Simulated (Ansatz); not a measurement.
Bi: the change of energy above lowest point and pressure with volume per atom

Results calculated with Ansatz 0.2.0 development build, not measured. Equation of state of a cubic crystal from periodic Kohn-Sham density functional theory without spin; pressure corrected for the finite basis.

Cell of the first row (space group Fd-3m, No. 227):
```
cell vectors (Å)
   0.0000     3.5735     3.5735
   3.5735     0.0000     3.5735
   3.5735     3.5735     0.0000
atoms (fractions of the cell vectors)
Bi  0.00000  0.00000  0.00000
Bi  0.25000  0.25000  0.25000
```

Settings of every row: formula Bi; structure type diamond; functional PBE; spin treatment none; k mesh 26x26x26; occupation method fermi-dirac; occupation width 0.061225619 eV; wave cutoff 420 eV; datasets soft-1 PAW; density cutoff ratio 4.

Limits: a cubic model structure, not a phase known at ambient conditions; no spin-orbit coupling with 6p elements.

```csv
row,volume per atom (Å³),energy above lowest point (meV/atom),pressure (GPa)
1,45.632,15.75,1.926
2,46.603,6.38,1.182
3,47.574,1.27,0.515
4,48.544,0,-0.084
5,49.515,?,?
6,50.486,7.42,-1.104
7,51.457,15.45,-1.538
```

Question: what energy above lowest point and pressure should row 5 give?

Worked fit of energy above lowest point. Take u = (V_r/V)^(2/3) − 1 with V_r = 48.059 Å³ an atom, which is twice the finite (Eulerian) strain; such expansions in the strain, on which the Birch-Murnaghan equation of state is built, carry the rest volume and the bulk modulus. The shown rows have u = 0.03515, 0.02072, 0.00678, -0.00667, -0.03231, -0.04452. Least squares give energy above lowest point = 0.184 + 93.45 × u + 9879.2 × u² + 1745 × u³ meV/atom; a parabola predicts inner rows, each left out in turn, worse (root mean square 0.033 against 0.0038 meV/atom). All shown rows lie on it to the printed digit. Its lowest point lies at u = -0.0047, or V = 48.4 Å³ an atom, and the curvature there gives the bulk modulus at fixed shape and fractions, B = (4/9)(1 + u)² E″(u)/V = 28.7 GPa. The withheld row has u = -0.0197, so the fit gives 0.184 + 93.45 × (-0.0197) + 9879.2 × (-0.0197)² + 1745 × (-0.0197)³ = 2.16 meV/atom.

The calculation gave 2.17 meV/atom. The fit lies 0.01 meV/atom (0.063 % of the column's range) below it, one unit of the last digit.

Worked fit of pressure. Take u = (V_r/V)^(2/3) − 1 with V_r = 48.059 Å³ an atom, which is twice the finite (Eulerian) strain; such expansions in the strain, on which the Birch-Murnaghan equation of state is built, carry the rest volume and the bulk modulus. The shown rows have u = 0.03515, 0.02072, 0.00678, -0.00667, -0.03231, -0.04452. Least squares give pressure = 0.2075 + 44.449 × u + 122.56 × u² + 107 × u³ GPa; a parabola predicts inner rows, each left out in turn, worse (root mean square 0.002 against 0.00076 GPa). All shown rows lie on it to the printed digit. The pressure vanishes at u = -0.0047, or V = 48.4 Å³ an atom, and there the bulk modulus at fixed shape and fractions is B = −V dP/dV = (2/3)(1 + u) dP/du = 28.7 GPa. The withheld row has u = -0.0197, so the fit gives 0.2075 + 44.449 × (-0.0197) + 122.56 × (-0.0197)² + 107 × (-0.0197)³ = -0.621 GPa.

The calculation gave -0.622 GPa. The fit lies 0.001 GPa (0.029 % of the column's range) above it, one unit of the last digit.
